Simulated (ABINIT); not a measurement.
Here is an ABINIT 10.8.3 (patched build) calculation.

run.abi

```
# Datasets: ground state, then fixed potential
ndtset 2

# Pseudopotentials
pp_dirpath "./"
pseudos "Ti.GGA_PBE-JTH.xml, C.GGA_PBE-JTH.xml"

# Structure
acell 3.062788961 3.062788961 3.062788961 Angstrom
rprim
     0.0000000000     0.7071067812     0.7071067812
     0.7071067812     0.0000000000     0.7071067812
     0.7071067812     0.7071067812     0.0000000000
ntypat 2
znucl 22 6
natom 2
typat 1 2
xred
     0.0000000000     0.0000000000     0.0000000000
     0.5000000000     0.5000000000     0.5000000000

# Plane-wave basis
ecut 23.0
pawecutdg 45.0

# Exchange and correlation
ixc -263267
usekden 1
pawxcdev 0

# Bands and occupations
occopt 3
tsmear 0.05 eV

# SCF cycle
nstep 100

# Output
iomode 3
prtwf 0
prteig 0
prtebands 0
enunit 1
prtden1 1
prtkden1 1
prtvha1 1
prtvclmb1 1
prtpot1 1

# Dataset 1
kptopt1 1
ngkpt1 11 11 11
nshiftk1 1
shiftk1 0.0 0.0 0.0
nband1 12
tolvrs1 1.0e-7

# Dataset 2: bands along G-X-W-K-G-L-U-W-L-K
iscf2 -2
getden2 1
getkden2 1
nband2 18
nbdbuf2 4
tolwfr2 1.0e-11
kptopt2 -9
ndivsm2 6
prteig2 1
prtvol2 -3
kptbounds2
     0.0000000000     0.0000000000     0.0000000000
     0.5000000000     0.0000000000     0.5000000000
     0.5000000000     0.2500000000     0.7500000000
     0.3750000000     0.3750000000     0.7500000000
     0.0000000000     0.0000000000     0.0000000000
     0.5000000000     0.5000000000     0.5000000000
     0.6250000000     0.2500000000     0.6250000000
     0.5000000000     0.2500000000     0.7500000000
     0.5000000000     0.5000000000     0.5000000000
     0.3750000000     0.3750000000     0.7500000000
```

Potentials or basis: JTH PAW PBE v2.0.

The run is started by

```sh
$ abinit run.abi > log 2>&1
```

(1) Predict the pressure.

(2) Estimate the band gap on the k mesh.

Answers

(1) 4.2 GPa.

(2) none (metal or under the smearing width).

Caveat: the PAW data sets were made with another functional, which shifts forces and pressure a little.
